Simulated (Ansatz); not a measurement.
## CuO

The computed numbers are results of PBE, scalar-relativistic (collinear spin) in the plane-wave PAW code Ansatz at 420 eV, Γ-centred 12×12×8 mesh, 0.05 eV Gaussian smearing. The datasets are Ansatz's generated set soft_2.

```
CELL_PARAMETERS angstrom
2.08130 -2.08217 0.16236
2.08130 2.08217 0.16236
-0.40479 0.00000 5.13591
ATOMIC_POSITIONS crystal
Cu 0.00000 0.50000 0.00000
Cu 0.50000 0.00000 0.50000
O 0.50017 0.49983 0.25000
O 0.49983 0.50017 0.75000
```

The chain of runs began from a cell as deposited in COD, expanded in volume. The relaxation changed the space group from C2/c to P4_2/mmc (read at 0.02 Å), so the results may not describe the measured structure.

Magnetic state: non-magnetic, site spin moments none.

The cell has space group Cccm (read at 0.01 Å). In it the stress is -0.02, 0.02, -0.01, 0.00, 0.01, 0.00 GPa and the largest force component 0.001 eV/Å. Each change below starts from this cell, without further relaxation. Stress is in GPa, positive in compression, in the order xx, yy, zz, yz, xz, xy; energies are counted from the cell above and are free energies with the smearing's entropy, which match forces and stress in a metal.

Q: One atom was moved along a Cartesian axis, and these forces appeared. Which atom, and about how far?
```
atom  Fx (eV/Å)      Fy      Fz
 Cu1      0.548  -1.094   0.045
 Cu2     -0.003   0.045   0.000
  O3     -0.282   0.524   0.099
  O4     -0.263   0.525  -0.143
```

A: Atom 1 (Cu) is moved by 0.12 Å along y; the energy changes by 66.4 meV per cell.

Q: One atom was moved along a Cartesian axis, and these forces appeared. Which atom, and about how far?
```
atom  Fx (eV/Å)      Fy      Fz
 Cu1      0.000   0.007   0.000
 Cu2     -0.091  -0.187  -0.007
  O3      0.046   0.089   0.000
  O4      0.045   0.090   0.007
```

A: Atom 2 (Cu) is moved by 0.02 Å along y; the energy changes by 1.9 meV per cell.

Q: What stress follows from an engineering strain of 2 % in xx, atoms carried along?

A: -2.88, -2.42, -2.29, 0.00, 0.11, 0.00 GPa; the energy changes by 8.2 meV per cell.
```tsv
atom	Fx (eV/Å)	Fy	Fz
Cu1	0.000	0.000	0.000
Cu2	0.000	0.000	0.000
O3	0.000	-0.014	0.000
O4	0.000	0.014	0.000
```
The change of the stress over the strain gives a clamped-atom stiffness of about 143 GPa for this component, a secant value that lies under the elastic constant in tension and over it in compression, by several per cent for each per cent of strain.
In a harmonic crystal the energy would rise by V(½Cε² − σ₀ε), with σ₀ the stress of the unstrained cell, = 8.1 meV, which matches.

Q: What stress follows from an engineering strain of -1 % in xx, atoms carried along?

A: 1.46, 1.35, 1.24, 0.00, -0.05, 0.00 GPa; the energy changes by 1.9 meV per cell.
The change of the stress over the strain gives a clamped-atom stiffness of about 148 GPa for this component, a secant value that lies under the elastic constant in tension and over it in compression, by several per cent for each per cent of strain.
In a harmonic crystal the energy would rise by V(½Cε² − σ₀ε), with σ₀ the stress of the unstrained cell, = 2.0 meV, close to the run's value; the rest has the sign of the anharmonic part, which a secant stiffness overstates.

Q: All atoms and the cell are disturbed at random:
```xyz
4
Lattice="2.1250 -2.1424 0.2244 2.0721 2.0847 0.1635 -0.3294 -0.0701 5.1256" Properties=species:S:1:pos:R:3 pbc="T T T"
Cu    0.9781    1.0755    0.0979
Cu    0.9099   -1.1276    2.6824
O     1.9873   -0.0887    1.4193
O     1.9262   -0.0509    4.0707
```
Give the energy change, the stress and the forces.

A: 124.9 meV per cell; stress -1.42, -1.85, -0.53, 0.19, -3.18, 0.32 GPa.
```tsv
atom	Fx (eV/Å)	Fy	Fz
Cu1	1.054	-0.812	-0.545
Cu2	0.167	0.220	-0.187
O3	-0.638	0.637	0.964
O4	-0.583	-0.045	-0.232
```

Q: All atoms and the cell are disturbed at random:
```xyz
4
Lattice="2.0926 -2.1053 0.1616 2.0946 2.1054 0.1371 -0.4359 -0.0304 5.0925" Properties=species:S:1:pos:R:3 pbc="T T T"
Cu    1.0454    1.0081    0.0758
Cu    0.8536   -1.0623    2.6331
O     1.9916    0.0162    1.4005
O     1.7362   -0.0075    3.9774
```
Give the energy change, the stress and the forces.

A: 44.3 meV per cell; stress -1.02, -1.07, 1.47, 1.00, 0.67, -0.57 GPa.
```tsv
atom	Fx (eV/Å)	Fy	Fz
Cu1	-0.399	0.676	-0.172
Cu2	-0.277	-0.063	-0.146
O3	0.201	-0.396	0.441
O4	0.475	-0.216	-0.123
```

Compounds of this kind are often insulators, so the metal found may come from the functional, which lacks a U or exact exchange, or from the structure.

The forces on the displaced Cu atoms show strongly directional bonding. Moving either one along y also produces a force along x, 0.548 eV/Å for the first and -0.091 eV/Å for the second. The opposite signs fit CuO₄ planes that stand nearly perpendicular to each other, each resisting motion within the plane more than motion out of it. This is expected for Cu(II), whose σ-antibonding d orbital points at the four oxygens.

The same geometry explains why stretching along x gives almost as much stress along y (-2.42 against -2.88 GPa). Either strain lengthens the Cu–O bonds of both sets of planes, whereas opposite strains along x and y mainly change the angle between the planes, which costs little.

The absence of spin moments disagrees with the known antiferromagnetism of CuO, probably because the semilocal functional spreads the Cu d hole too far into the Cu–O bands. The force constants therefore belong to the non-magnetic state, and local moments could alter them through magnetoelastic coupling.
